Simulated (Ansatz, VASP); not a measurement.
## F: VASP beside Ansatz

```
CELL_PARAMETERS angstrom
3.21216 -1.84614 -0.24775
3.21216 1.84614 -0.24775
-2.41530 0.00000 7.39328
ATOMIC_POSITIONS crystal
F 0.08485 0.08485 0.10999
F 0.91515 0.91515 0.89001
F 0.50157 0.50157 0.59372
F 0.49843 0.49843 0.40628
```

Alike in both runs: task single point; functional PBEsol; k mesh 4 × 4 × 2; occupations gaussian, width 0.05 eV; no spin polarisation.

|  | VASP | Ansatz |
| --- | --- | --- |
| version | VASP 6.6.1 | Ansatz 0.2.0 |
| potentials or method | VASP PAW PBE potentials, release 64 (F) | scalar-relativistic, plane waves, PAW |
| plane-wave cutoff (eV) | 520 | 520 |
| valence electrons in the cell | 28 | 28 |

```csv
,VASP,Ansatz,Ansatz less VASP
gap on the k mesh at the Fermi level (eV),1.21,1.24,+0.033
least direct gap on the mesh (eV),1.27,1.30,+0.035
pressure (GPa),-6.1,-6.0,+0.03
largest component of the traceless stress (GPa),9.00,9.74,+0.735
rms of the force components (eV/Å),1.700,1.783,+0.0831
```

Atom by atom the forces differ by 0.143 eV/Å (rms over components).

Caveats: the k mesh is coarse (spacing up to 0.50 Å⁻¹), so the values aren't converged; the PAW data sets were made with another functional, which shifts forces and pressure a little (VASP). A k mesh can miss the band edges.
